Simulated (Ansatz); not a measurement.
# Cu: a test of stability by relaxation

This session takes Cu and sets out to disturb the structure and relax it again.

Computed with Ansatz 0.2.0 (DFT PBE, scalar-relativistic, plane waves, PAW, unless a step's input says otherwise).

2 further runs of the same task are left out: 2 set aside as unsound or not needed.

**1. Starting point**

The structure is tetragonal, space group I4/mmm (No. 139). Conventional cell: a = 2.951 Å, b = 2.951 Å, c = 2.759 Å, α = 90.00°, β = 90.00°, γ = 90.00°. Around Cu (site symmetry 4/mmm) lie 10 Cu at 2.50 to 2.76 Å.

As a file:

```
CELL_PARAMETERS angstrom
0.00000 0.00000 -2.75911
0.00000 -2.95106 0.00000
-2.95106 0.00000 0.00000
ATOMIC_POSITIONS crystal
Cu 0.50000 0.50000 0.50000
Cu 0.00000 0.00000 0.00000
```

It goes back to an entry of the Materials Project, which need not be the stable form.

It is built from the cell relaxed beforehand with the same method (12.01 Å³/atom).

**2. The reference: the undisturbed cell on the scan's mesh**

The input, input.yaml:

```yaml
crystal:
  lattice:
    - [0.0, 0.0, -2.7591133692]
    - [0.0, -2.9510604861, 0.0]
    - [-2.9510604861, 0.0, 0.0]
  atoms:
    - { symbol: Cu, position: [0.5, 0.5, 0.5] }
    - { symbol: Cu, position: [0.0, 0.0, 0.0] }
basis:
  ecutwfc: 420
kpoints:
  mp_grid: { grid: [12, 12, 12] }
hamiltonian:
  xc: pbe
scf:
  occupations: { method: gaussian, width: 0.15 }
output:
  forces: true
  stress: true
  eigenvalues: true
  write_density: true
  write_potential: true
  elf: true
  volumetric_format: npy
```

On the command line:

```sh
> ansatz run input.yaml --threads 1 --pin off --max-ram 2560MiB --backend cpu --events-out ev --progress --plain --runs-dir out
```

Further runs follow: single point of the disturbed structure; relaxing from there.

What does the calculation give? Wanted: end of the relaxation, from the reference; final space group.

As calculated:

```
                                 quantity                                        value
                  cost of the disturbance                              4413.5 meV/atom
end of the relaxation, from the reference                                +0.0 meV/atom
                        final space group  I4/mmm (tolerance 0.05 Å; reference I4/mmm)
```

What this shows: The relaxation returns to the undisturbed structure, within 1.5 meV/atom: a sign of a true local minimum against this disturbance. Where forces pass 15 eV/Å atoms stand far too close, the PAW spheres overlap strongly and those numbers are rough.
